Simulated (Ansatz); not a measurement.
Density of states of CdI2 (P-3m1, a = 4.291 Å, b = 4.291 Å, c = 7.176 Å, α = 90.00°, β = 90.00°, γ = 120.00°), in states per eV and primitive cell, averaged over bins of 0.5 eV. Level of theory: DFT r2SCAN, scalar-relativistic, plane waves, PAW in Ansatz 0.2.0.

Plane waves to 500 eV, a k mesh through Γ of 6×6×4 on the computed 3-atom cell and Gaussian smearing (0.02 eV); no spin polarisation.

The cell is relaxed at this level. The states (both spins) are summed by tetrahedra on a 9×9×6 mesh at the self-consistent density. Energies are bin centres; the table starts no lower than −8 eV and ends at 6 eV, or lower where the solved bands end.

The gap is 2.86 eV at this level, with the zero inside it.

| E − E_F (eV) | total | I 5p | Cd 5s | I 5s | Cd 4d |
| --- | --- | --- | --- | --- | --- |
| -4.90 | 3.43 | 2.17 | 1.09 | 0.11 | 0.03 |
| -4.40 | 0.87 | 0.66 | 0.15 | 0.04 | 0.01 |
| -3.90 | 2.24 | 2.14 | 0.00 | 0.01 | 0.02 |
| -3.40 | 2.23 | 2.12 | 0.01 | 0.01 | 0.02 |
| -2.90 | 4.15 | 3.97 | 0.02 | 0.01 | 0.02 |
| -2.40 | 2.76 | 2.65 | 0.01 | 0.01 | 0.03 |
| -1.90 | 6.60 | 6.39 | 0.01 | 0.00 | 0.13 |
| -1.40 | 1.73 | 1.69 | 0.00 | 0.00 | 0.04 |
| -0.90 | 0.00 | 0.00 | 0.00 | 0.00 | 0.00 |
| -0.40 | 0.00 | 0.00 | 0.00 | 0.00 | 0.00 |
| 0.10 | 0.00 | 0.00 | 0.00 | 0.00 | 0.00 |
| 0.60 | 0.00 | 0.00 | 0.00 | 0.00 | 0.00 |
| 1.10 | 0.00 | 0.00 | 0.00 | 0.00 | 0.00 |
| 1.60 | 0.82 | 0.28 | 0.45 | 0.01 | 0.00 |
| 2.10 | 2.60 | 0.91 | 1.39 | 0.05 | 0.00 |
| 2.60 | 0.58 | 0.20 | 0.31 | 0.03 | 0.00 |
| 3.10 | 0.00 | 0.00 | 0.00 | 0.00 | 0.00 |
| 3.60 | 0.02 | 0.00 | 0.00 | 0.00 | 0.00 |
| 4.10 | 0.62 | 0.01 | 0.01 | 0.00 | 0.00 |
| 4.60 | 2.48 | 0.06 | 0.06 | 0.01 | 0.00 |
| 5.10 | 1.89 | 0.04 | 0.02 | 0.00 | 0.00 |
| 5.60 | 3.83 | 0.08 | 0.02 | 0.00 | 0.00 |

The columns after the total are the Löwdin projections on the occupied valence shells of the potentials. The rest of the total lies in shells that are empty in the free atom, which aren't projected, and between the atoms.

Spin-orbit coupling is left out, which matters for the bands of heavy elements. The cell holds layers, and where no dispersion correction was added their binding is poorly described.

Cost: 1 run of about 0.68 core-minutes, on Intel Xeon Platinum 8488C (Sapphire Rapids) (shared hosts).